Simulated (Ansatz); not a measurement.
Space group Im-3m (No. 229). a = 6.159 Å, b = 6.159 Å, c = 6.159 Å, α = 90.00°, β = 90.00°, γ = 90.00°
```
atom site symmetry x y z
  Cs    2a m-3m  0.0000  0.0000  0.0000
```

Equation of state of this Cs structure (not necessarily the ground state), with shape and atoms relaxed at each volume where symmetry leaves them free. It has no gap at any of these volumes. Theory: Ansatz 0.2.0, DFT PBE, scalar-relativistic, plane waves, PAW.

Settings: cutoff 420 eV, Γ-centred mesh 10×10×10 on the computed 1-atom cell, Gaussian smearing of 0.10 eV; no spin polarisation.

| V (Å³/atom) | E − E(largest V) (meV/atom) | P (GPa) |
| --- | --- | --- |
| 102.791 | 7.10 | 0.31 |
| 106.295 | 1.30 | 0.22 |
| 109.799 | -2.62 | 0.14 |
| 113.304 | -4.89 | 0.07 |
| 116.808 | -5.71 | 0.00 |
| 120.312 | -5.24 | -0.05 |
| 123.816 | -3.65 | -0.10 |
| 128.489 | 0.00 | -0.15 |

Fit a third-order Birch–Murnaghan equation to E(V).

V0 = 117.22 Å³/atom, B0 = 2 GPa, B0' = 3.2.

Spin-orbit coupling is left out, which matters for the bands of heavy elements.